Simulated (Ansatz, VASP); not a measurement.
**Two plane-wave programs on Ga**

```
CELL_PARAMETERS angstrom
2.71648 0.05433 0.00000
0.05433 2.71648 0.00000
0.00000 0.00000 2.71648
ATOMIC_POSITIONS crystal
Ga 0.00000 0.00000 0.00000
```

Change from the starting cell: strain = 0.04.

Alike in both runs: task single point; functional PBE; k mesh 10 × 10 × 10; occupations fermi-dirac, width 0.05 eV; no spin polarisation.

|  | VASP | Ansatz |
| --- | --- | --- |
| version | VASP 6.6.1 | Ansatz 0.2.0 |
| potentials or method | VASP PAW PBE potentials, release 64 (Ga_d) | Ansatz PAW |
| plane-wave cutoff (eV) | 520 | 420 |
| valence electrons in the cell | 13 | 13 |

Ansatz gave:

| Quantity | Value |
| --- | --- |
| gap on the k mesh at the Fermi level (eV) | none |
| pressure (GPa) | 0.3 |
| largest component of the traceless stress (GPa) | 0.88 |

Q: Which values does VASP return?

A: gap on the k mesh at the Fermi level (eV): none; pressure (GPa): 0.4; largest component of the traceless stress (GPa): 0.88.

A gap of «none» marks a metal or a gap that the smearing closes.
